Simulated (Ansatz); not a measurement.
Input and command of a plane-wave DFT calculation in Ansatz:

```yaml
crystal:
  lattice:
    - [3.8454929876, 0.0, 0.0]
    - [-1.9227464938, 3.3302946173, 0.0]
    - [0.0, 0.0, 6.3053333116]
  atoms:
    - { symbol: Zn, position: [0.2163132266, 0.6666666667, -0.030464287] }
    - { symbol: Zn, position: [0.6666666667, 0.3333333333, 0.5052197901] }
    - { symbol: S, position: [0.3333333333, 0.6666666667, 0.3797802099] }
    - { symbol: S, position: [0.6666666667, 0.3333333333, 0.8797802099] }
basis:
  ecutwfc: 420
kpoints:
  mp_grid: { grid: [12, 12, 4] }
hamiltonian:
  xc: pbe
scf:
  occupations: { method: gaussian, width: 0.05 }
output:
  forces: true
  stress: true
  eigenvalues: true
```

```bash
ansatz run input.yaml --threads 2 --pin off --max-ram 5120MiB --backend cpu --events-out ev --progress --plain --runs-dir out
```

Processor: AMD EPYC (Zen 3), 2 threads, on a host shared with other jobs.

Estimate time, memory and problem size.

About 51 s on 2 threads of AMD EPYC (Zen 3) (shared host), peak memory 0.68 GiB. It solves 22 bands at 292 k points (the mesh reduced by symmetry) with about 1581 plane waves, in 8 SCF iterations.
